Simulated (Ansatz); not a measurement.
# Contact densities of Ga against volume

```
Ga
1.0
     3.01103    0.00000    0.00000
    -1.50552    2.60763    0.00000
     0.00000    0.00000    4.86610
Ga
2
Direct
  0.33333 0.66667 0.25000
  0.66667 0.33333 0.75000
```

Atoms are numbered in the order listed.

The structure comes from a relaxation in the same program, started in the hcp type, and has space group P6_3/mmc. Whether it is a known phase or the ground state wasn't checked.

Level of theory: Ansatz 0.2.0, DFT, PBE, all-electron PAW with datasets made for the crystal, scalar-relativistic.

Numerical set-up: a Γ-centred 18×18×10 k mesh, Fermi–Dirac smearing of 0.05 eV, cutoff 240 eV (chosen by the program for this cell), no spin polarisation.

The contact density is the mean electron density over the nuclear volume; its changes follow the s electrons' response to bonding and compression. Changes below are taken from the unscaled cell, where it is 187517 e/Å³ at Ga1.

```tsv
V/V(cell)	P (GPa)	Δρ(0) Ga1 (e/Å³)
0.9405	3.3	?
1.0000	0.0	0.00
1.0600	-2.3	?
```

(1) Give the missing entry: row "1.0600", column "Δρ(0) Ga1 (e/Å³)".

(2) Give the missing entry: row "0.9405", column "Δρ(0) Ga1 (e/Å³)".

The datasets are made afresh for each cell, so very small changes are uncertain.

Results:

(1) 1.83.

(2) -1.85.
